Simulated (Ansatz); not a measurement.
Relax this structure to zero stress and force, keeping its symmetry:

```
Li O
1.0
     0.00000    2.30500    2.30500
     2.30500    0.00000    2.30500
     2.30500    2.30500    0.00000
Li O
2 1
Direct
  0.25000 0.25000 0.25000
  0.75000 0.75000 0.75000
  0.00000 0.00000 0.00000
```

Level of theory: DFT PBE, scalar-relativistic, plane waves, PAW (Ansatz 0.2.0).

Settings: cutoff 420 eV, Γ-centred mesh 8×8×8 on the computed 3-atom cell, Gaussian smearing of 0.02 eV; no spin polarisation.

Task: What does it relax to?

Result: The volume rises by 0.09 Å³/atom to 8.25 Å³/atom, and the energy falls by 0.2 meV/atom. Final structure:
```yaml
crystal:
  lattice:
    - [0.00000, 2.31303, 2.31303]
    - [2.31303, 0.00000, 2.31303]
    - [2.31303, 2.31303, 0.00000]
  atoms:
    - { symbol: Li, position: [0.25000, 0.25000, 0.25000] }
    - { symbol: Li, position: [0.75000, 0.75000, 0.75000] }
    - { symbol: O, position: [0.00000, 0.00000, 0.00000] }
```

Course of the relaxation (steps run on the plane waves of an earlier cell, and the basis is chosen afresh near the end, so energy and pressure can step there; trial steps that raised the energy were taken back; energies are free energies):

| step | E − E_final (meV/atom) | P (GPa) | V (Å³/atom) |
| --- | --- | --- | --- |
| 1 | 0.2 | 0.85 | 8.16 |
| 2 | 0.2 | 0.56 | 8.19 |
| 3 | 0.2 | 0.01 | 8.24 |
| 4 | 0.0 | 0.06 | 8.24 |
| 5 | 0.0 | 0.00 | 8.25 |
| 6 | 0.0 | 0.00 | 8.25 |